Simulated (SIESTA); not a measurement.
The system is KBr.

```xyz
2
Lattice="0.0000 3.3000 3.3000 3.3000 0.0000 3.3000 3.3000 3.3000 0.0000" Properties=species:S:1:pos:R:3 pbc="T T T"
Br    3.3000    3.3000    3.3000
K     0.0000    0.0000    0.0000
```

Base run:

```yaml
Program: SIESTA 5.4.2
Functional: vdW-DF-cx
Potentials_or_basis: PseudoDojo 0.4 standard (PBE files)
Basis: DZP (energy shift 0.003 Ry; two zetas on semicore shells; d shell added on K)
Grid_cutoff: 800 Ry
Energy_shift: 0.003 Ry
k_mesh: 7 × 7 × 7
Occupations: fermi-dirac, width 0.05 eV
Spin: no spin polarisation
```

Its results: band gap on the k mesh 4.60 eV, direct; pressure 0.2 GPa.

Problem. The run is repeated on the same cell with these changes: functional from vdW-DF-cx to BLYP. What comes out?

Solution. Band gap on the k mesh 4.55 eV, direct; pressure 1.7 GPa.

Caveats: the potentials were made for another functional, which shifts forces and pressure; the basis of atomic orbitals isn't converged, which shifts pressures, moduli and gaps.
